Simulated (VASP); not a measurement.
## A VASP 6.6.1 single-point calculation on AlN

INCAR

```
LASPH = .TRUE.
NELM = 120
ISMEAR = 0
ENCUT = 520
NSW = 0
ISIF = 2
NBANDS = 16
GGA = PE
IBRION = -1
LWAVE = .FALSE.
LCHARG = .FALSE.
EDIFF = 1E-7
LREAL = .FALSE.
PREC = Accurate
SIGMA = 0.05
```

KPOINTS

```
KPOINTS created by Atomic Simulation Environment
0
Gamma
12 12 6
0 0 0
```

POSCAR

```
Al N
 1.0000000000000000
     3.1066937601931870    0.0000000000000000    0.0000000000000000
    -1.5533468800965935    2.6904757181059007    0.0000000000000000
     0.0000000000000000    0.0000000000000000    4.7794478898000001
 Al  N
   2   2
Cartesian
  0.0000000000000001  1.7936504787372674 -0.0378243971323606
  1.5533468800965939  0.8968252393686337  2.3518995477676388
  0.0000000000000001  1.7936504787372674  1.8301173558073607
  1.5533468800965939  0.8968252393686337  4.2198413007073610
```

The recommended PBE PAW datasets give the neutral cell 16 valence electrons.

Command

```
mpirun -np 1 vasp_std
```

Q: Predict the outcome of this run.

A: It converged. Results: gap between bands v and c on the k mesh 4.35 eV; least direct gap on the k mesh 4.35 eV; pressure 12.9 GPa; largest force 0.04 eV/Å. Band v is the last that the valence electrons fill when counted band by band, and c is the next.

OSZICAR

```
N       E                     dE             d eps       ncg     rms          rms(c)
DAV:   1     0.410351502993E+02    0.41035E+02   -0.74459E+03  2448   0.902E+02
DAV:   2    -0.311810406489E+02   -0.72216E+02   -0.66353E+02  3392   0.189E+02
DAV:   3    -0.345394549318E+02   -0.33584E+01   -0.33497E+01  2992   0.419E+01
DAV:   4    -0.345591984380E+02   -0.19744E-01   -0.19743E-01  3016   0.361E+00
DAV:   5    -0.345594507400E+02   -0.25230E-03   -0.25230E-03  3024   0.412E-01    0.125E+01
DAV:   6    -0.296459233466E+02    0.49135E+01   -0.10502E+01  2952   0.239E+01    0.427E+00
DAV:   7    -0.296594989627E+02   -0.13576E-01   -0.73910E-01  2616   0.607E+00    0.302E+00
DAV:   8    -0.296519051497E+02    0.75938E-02   -0.60016E-02  2752   0.223E+00    0.572E-01
DAV:   9    -0.296468295644E+02    0.50756E-02   -0.12544E-02  3120   0.841E-01    0.241E-01
DAV:  10    -0.296474374977E+02   -0.60793E-03   -0.22498E-03  2656   0.303E-01    0.133E-01
DAV:  11    -0.296473529316E+02    0.84566E-04   -0.19638E-04  2752   0.110E-01    0.298E-02
DAV:  12    -0.296473562633E+02   -0.33317E-05   -0.11165E-05  2912   0.266E-02    0.782E-03
DAV:  13    -0.296473561373E+02    0.12599E-06   -0.45278E-06  2688   0.169E-02    0.340E-03
DAV:  14    -0.296473561422E+02   -0.49325E-08   -0.30398E-07  2776   0.472E-03
   1 F= -.29647356E+02 E0= -.29647356E+02  d E =-.316058E-17
```

Standard output (part)

```
POSCAR found type information on POSCAR AlN
 POSCAR found :  2 types and       4 ions
 LDA part: xc-table for (Slater+PW92), standard interpolation
 POSCAR, INCAR and KPOINTS ok, starting setup
 WAVECAR not read
 entering main loop
```

For comparison, a separate PBE run of the intended cell, on usual settings and not on those above, gives a gap of 4.35 eV on its mesh and a pressure of 12.9 GPa.
